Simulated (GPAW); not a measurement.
Runs of GPAW 26.7.0 on FeO (Wuestite). Symmetry: Fm-3m, No. 225, cubic system. Conventional cell: a = 4.311 Å, b = 4.311 Å, c = 4.311 Å, α = 90.00°, β = 90.00°, γ = 90.00°. Fe (site symmetry m-3m) is surrounded by 6 O at 2.16 Å. Around O (site symmetry m-3m) lie 6 Fe at 2.16 Å. 

```tsv
task	level	potentials or basis	U	cell	k mesh	cutoff (eV)	maxiter	convergence	exx fraction	lines	response ecut	mesh quality	gap on the mesh (eV)	pressure (GPa)	moment (μB)
single point	LDA	the program's PAW data sets (release 1.2.1) made for this functional, pw	-	Fm-3m, 10.01 Å³/atom	9 × 9 × 9	600	120	default	-	-	-	not flagged	none	-19.8	4.00
hybrid scf	SCAN0	GPAW PAW data sets (gpaw-data 1.2.1), pw	-	Fm-3m, 10.01 Å³/atom	4 × 4 × 4	550	40	-	0.25	-	-	coarse	none	-	(a)
magnons	LDA	the program's PAW data sets (release 1.2.1) made for this functional, pw	-	Fm-3m, 10.21 Å³/atom	9 × 9 × 9	600	150	-	-	2	150 eV	not flagged	none	-	4.00
single point	PBE+U	GPAW PAW data sets (gpaw-data 1.2.1), pw	Fe d U = 3 eV	Fm-3m, 10.01 Å³/atom	9 × 9 × 9	600	120	default	-	-	-	not flagged	none	-2.6	4.00
magnons	LDA	the program's PAW data sets (release 1.2.1) made for this functional, pw	-	Fm-3m, 10.41 Å³/atom	9 × 9 × 9	600	150	-	-	2	150 eV	not flagged	none	-	4.00
```

Alike in all rows: spin collinear, ferromagnetic start; smearing fermi-dirac 0.05 eV.

Fill in the values left out.

(a) 4.03.

Caveats: some runs use coarse meshes; a cell with one magnetic atom can't hold antiferromagnetic order, which such compounds often take; semilocal functionals often make such compounds metallic where correlation or magnetic order opens a gap, which also shifts bond lengths (some runs); the cutoff is short for stress and forces, so pressures can be off by a GPa or more (some runs); the number of bands moves the energies at small q by some ten meV (some runs); the exchange constants hang on this mesh and on the site radius (some runs); magnon energies are noisy on this mesh (some runs); so large a pressure means that the cell lies far from this level's equilibrium, or that cutoff or potentials fall short (some runs).

A gap of «none» marks a metal or a gap under the smearing width.
